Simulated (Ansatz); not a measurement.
The system is Si.

```
Si
1.0
     4.12095    0.00000    0.00000
    -2.06047    3.56885    0.00000
     0.00000    0.00000    2.65479
Si
2
Direct
  0.33333 0.66667 0.50000
  0.66667 0.33333 0.50000
```

The cell was built by a generator and needn't be a form met in nature.

| Quantity | Value |
| --- | --- |
| Program | Ansatz 0.2.0 |
| Task | single point |
| Functional | PBE |
| Potentials or basis | Ansatz PAW |
| Cutoff | 420 eV (not typed: the program's choice for these potentials) |
| k mesh | 8 × 8 × 10 |
| Occupations | fermi-dirac, width 0.05 eV |
| Spin | no spin polarisation |

On this cell: pressure 0.0 GPa; largest force under 0.003 eV/Å; band gap on the k mesh none (metal or under the smearing width).

The same run follows on a disturbed copy (atoms moved at random, drawn with an rms of 0.05 Å):

```
Si
1.0
     4.12095    0.00000    0.00000
    -2.06047    3.56885    0.00000
     0.00000    0.00000    2.65479
Si
2
Direct
  0.32001 0.65126 0.49093
  0.67296 0.33918 0.50443
```

What does the disturbed cell give?

The energy (extrapolated to zero smearing) moves by +19.2 meV/atom; pressure 0.4 GPa; largest force 0.904 eV/Å; band gap on the k mesh none (metal or under the smearing width).

Forces in eV/Å, atoms in the order of the input:
```
Si   0.459  0.779  0.013
Si  -0.459 -0.779 -0.013
```

Stress tensor (GPa, compression positive):
```
 4.52  2.00 -0.07
 2.00 -2.65 -0.11
-0.07 -0.11 -0.80
```
